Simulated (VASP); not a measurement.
Here is a VASP 6.6.1 calculation.

The input INCAR:

```
PREC = Accurate
ENCUT = 520
EDIFF = 1E-7
ISMEAR = 0
SIGMA = 0.03
LREAL = False
LASPH = True
NELM = 80
ALGO = Fast
ISIF = 2
LWAVE = False
LCHARG = False
LMAXMIX = 4
GGA = PE
NBANDS = 19
KPAR = 2
```

The input KPOINTS:

```
regular mesh
0
Gamma
  9 9 5
```

File POSCAR:

```
ZrSe2                                   
1.0
    3.7385421888      0.0000000000     -0.0000000000
   -1.8692710944      3.2376725087      0.0000000000
    0.0000000000     -0.0000000000      6.0321894018
  Zr              Se            
     1     2
Direct
     0.0000000000000000    0.0000000000000000    0.0000000000000000
     0.3333333332999970    0.6666666667000030    0.2650002634785272
     0.6666666667000030    0.3333333332999970    0.7349997365214729
```

KPOINTS_OPT

```
explicit points
168
Reciprocal
 0.0000000000  0.0000000000  0.0000000000 1
 0.0555555556  0.0000000000  0.0000000000 1
 0.1111111111  0.0000000000  0.0000000000 1
 0.1666666667  0.0000000000  0.0000000000 1
 0.2222222222  0.0000000000  0.0000000000 1
 0.2777777778  0.0000000000  0.0000000000 1
[... 160 lines left out ...]
 0.5000000000  0.0000000000  0.0344920600 1
 0.5000000000  0.0000000000 -0.0344920600 1
```

Potentials or basis: VASP PAW PBE potentials, release 64 (Zr_sv, Se).

Launch:

```sh
$ cat potpaw_PBE.64/Zr_sv/POTCAR potpaw_PBE.64/Se/POTCAR > POTCAR
$ mpirun -np 2 vasp_std > vasp.out
```

(1) Estimate the pressure.

(2) Predict the largest force.

Results:

(1) 2.8 GPa.

(2) 0.015 eV/Å.

**Measured values to compare with.**

“Stress-Tuned Optical Transitions in Layered 1T-MX2 (M= Hf, Zr, Sn; X= S, Se) Crystals”, 2022, arxiv:2210.12074 quotes, for a bulk crystal of ZrSe2: band gap 1.2 eV (indirect).

Against the measured gap of ZrSe2, 1.2 eV (indirect; quoted in “Stress-Tuned Optical Transitions in Layered 1T-MX2 (M= Hf, Zr, Sn; X= S, Se) Crystals”, 2022, arxiv:2210.12074), the calculated 0.01 eV is off by -1.19 eV. So large a miss can be the level of theory's own, or it may mean another phase, state or a wrong row. Spin-orbit coupling on Se, Zr is left out. The value is that of PBE, without temperature or zero-point motion. Semilocal functionals fall short of measured gaps as a rule.
